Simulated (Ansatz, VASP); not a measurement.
# InAs: VASP beside Ansatz

```
CELL_PARAMETERS angstrom
0.00000 3.04373 3.04373
3.04373 0.00000 3.04373
3.04373 3.04373 0.00000
ATOMIC_POSITIONS crystal
In 0.00000 0.00000 0.00000
As 0.75000 0.75000 0.75000
```

Alike in both runs: functional PBEsol; k mesh 12 × 12 × 12; occupations gaussian, width 0.1 eV; no spin polarisation.

Ansatz relaxed the structure, and its values are those at the end. VASP's run is a single point on that final structure, the one shown.

|  | VASP | Ansatz |
| --- | --- | --- |
| version | VASP 6.6.1 | Ansatz 0.2.0 |
| potentials or method | VASP PAW PBE potentials, release 64 (In_d, As) | scalar-relativistic, plane waves, PAW |
| plane-wave cutoff (eV) | 520 | 420 |
| valence electrons in the cell | 18 | 28 |

Ansatz gave:

- gap on the k mesh at the Fermi level (eV): none
- pressure (GPa): 0.0

Task: What did VASP give for the same quantities?

Result: gap on the k mesh at the Fermi level (eV): none; pressure (GPa): 0.1.

A gap of «none» marks a metal or a gap that the smearing closes. The two sets of potentials don't hold the same shells in valence.

Caveats: the PAW data sets were made with another functional, which shifts forces and pressure a little (VASP); this crystal is a semiconductor, whose small gap the functional closes, so the metal is an error of the method.
